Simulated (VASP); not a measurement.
# As: convergence, self-consistent run

As, R-3m (no. 166), 2 atoms in the cell. PBE with TS; PAW potentials As (PBE set). VASP 6.6.1.

Wanted: energy within 2 meV/atom; pressure within 0.1 GPa.

POSCAR:
```
As
1.0
    1.8807968987      1.0858785957      3.5140619945
   -1.8807968987      1.0858785957      3.5140619945
    0.0000000000     -2.1717571915      3.5140619945
As
2
Direct
    0.2260000000      0.2260000000      0.2260000000
    0.7740000000      0.7740000000      0.7740000000
```

## Inputs of the Tkatchenko-Scheffler term

| Inputs of the Tkatchenko-Scheffler term | Energy less reference (meV/atom) | Pressure (GPa) | SCF iterations | Time (s) |
|---|---|---|---|---|
| default | 0.0 | 2.95 | 11 | 7.6 |
| VDW_RADIUS = 15 | 4.0 | 3.01 | 11 | 7.5 |
| VDW_RADIUS = 100 | -0.1 | 2.95 | 11 | 7.5 |
| VDW_SR = 0.9 | -44.4 | 2.62 | 11 | 7.2 |
| VDW_D = 15.0 | -12.4 | 2.64 | 11 | 7.2 |
| VDW_ALPHA = 29.000, VDW_C6AU = 246.000 | 0.0 | 2.95 | 11 | 7.1 |
| VDW_ALPHA = 29.000, VDW_C6AU = 270.600 | -22.2 | 2.86 | 11 | 7.5 |

Chosen: default; no other choice that stays within half of the tolerance saves 30 % of the time.

## The input

INCAR:
```
  ALGO = Normal
  EDIFF = 1E-7
  ENCUT = 520
  ISIF = 2
  ISMEAR = 0
  IVDW = 2
  LASPH = True
  LCHARG = False
  LREAL = False
  LWAVE = False
  NELM = 100
  PREC = Accurate
  SIGMA = 0.02
```

KPOINTS:
```
k-points
0
Gamma
  6 6 6
```

Commands:
```
cat potpaw_PBE.64/As/POTCAR > POTCAR
mpirun -np 1 vasp_std > vasp.out
```

The chosen input took VASP 6.6.1 7.6 s on 1 core (Intel Xeon 6975P-C (Granite Rapids)), a shared host.
